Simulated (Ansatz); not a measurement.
TiAl3:

```
Ti Al
1.0
    -1.91111    1.91111    4.28067
     1.91111   -1.91111    4.28067
     1.91111    1.91111   -4.28067
Ti Al
1 3
Direct
  0.00000 0.00000 0.00000
  0.25000 0.75000 0.50000
  0.75000 0.25000 0.50000
  0.50000 0.50000 0.00000
```

The cell comes from a database or a generator and needn't be the stable form of this composition.

| Property | Result |
| --- | --- |
| Program | Ansatz 0.2.0 |
| Task | relaxation of cell and atoms |
| Functional | PBEsol |
| Dispersion | D3(BJ) |
| Potentials or basis | Ansatz PAW |
| Cutoff | 420 eV (not typed: the program's choice for these potentials) |
| k mesh | 10 × 10 × 10 |
| Occupations | fermi-dirac, width 0.05 eV |
| Spin | no spin polarisation |

At the start: volume 15.63 Å³/atom.

How do energy, volume and symmetry change on relaxing?

It ends after 5 steps and the volume is 14.99 Å³/atom (-4.2 %); space group I4/mmm (No. 139, to 0.05 Å).

Step by step:
| step | energy change (eV) | largest force (eV/Å) | volume (Å³) |
| --- | --- | --- | --- |
| 1 | 0.0000 | 0.0000 | 62.54 |
| 2 | -0.0311 | 0.0000 | 58.86 |
| 3 | -0.0404 | 0.0000 | 60.00 |
| 4 | -0.0405 | 0.0000 | 59.94 |
| 5 | -0.0399 | 0.0000 | 59.94 |

Final structure:
```
Ti Al
1.0
    -1.88505    1.88505    4.21709
     1.88505   -1.88505    4.21709
     1.88505    1.88505   -4.21709
Ti Al
1 3
Direct
  0.00000 0.00000 0.00000
  0.25000 0.75000 0.50000
  0.75000 0.25000 0.50000
  0.50000 0.50000 0.00000
```

Caveat: the plane-wave basis is chosen anew once the cell has moved, so the energies of steps on either side of that aren't comparable; pairwise dispersion overbinds metals, which lowers pressure and volume; the PAW data sets come from PBE, with cores solved anew for the run's functional, which leaves a small shift of forces and pressure.
